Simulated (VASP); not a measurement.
Crystal: TiTe.

```
Ti Te
1.0
     0.00000    3.05007    3.05007
     3.05007    0.00000    3.05007
     3.05007    3.05007    0.00000
Ti Te
1 1
Direct
  0.50000 0.50000 0.50000
  0.00000 0.00000 0.00000
```

The cell comes from a database or a generator and needn't be the stable form of this composition.

| Quantity | Value |
| --- | --- |
| Program | VASP 6.6.1 |
| Task | relaxation of cell and atoms |
| Functional | BLYP |
| Potentials or basis | VASP PAW PBE potentials, release 64 (Ti_sv, Te) |
| Cutoff | 600 eV |
| k mesh | 8 × 8 × 8 |
| Occupations | fermi-dirac, width 0.05 eV |
| Spin | no spin polarisation |

At the start: pressure -7.1 GPa; volume 28.37 Å³/atom.

Task: Where does the relaxation end?

Result: Over 3 steps the energy falls by 105.9 meV/atom and the volume is 24.22 Å³/atom (-14.6 %); space group Fm-3m (No. 225, to 0.05 Å).

Step by step:
```tsv
step	energy change (eV)	largest force (eV/Å)	pressure (GPa)	volume (Å³)
1	0.0000	0.0000	-7.07	56.75
2	-0.2034	0.0000	1.99	47.07
3	-0.2118	0.0000	0.03	48.44
```

Final structure:
```
CELL_PARAMETERS angstrom
0.00000 2.89333 2.89333
2.89333 0.00000 2.89333
2.89333 2.89333 0.00000
ATOMIC_POSITIONS crystal
Ti 0.50000 0.50000 0.50000
Te 0.00000 0.00000 0.00000
```

Caveat: the PAW data sets were made with another functional, which shifts forces and pressure a little.
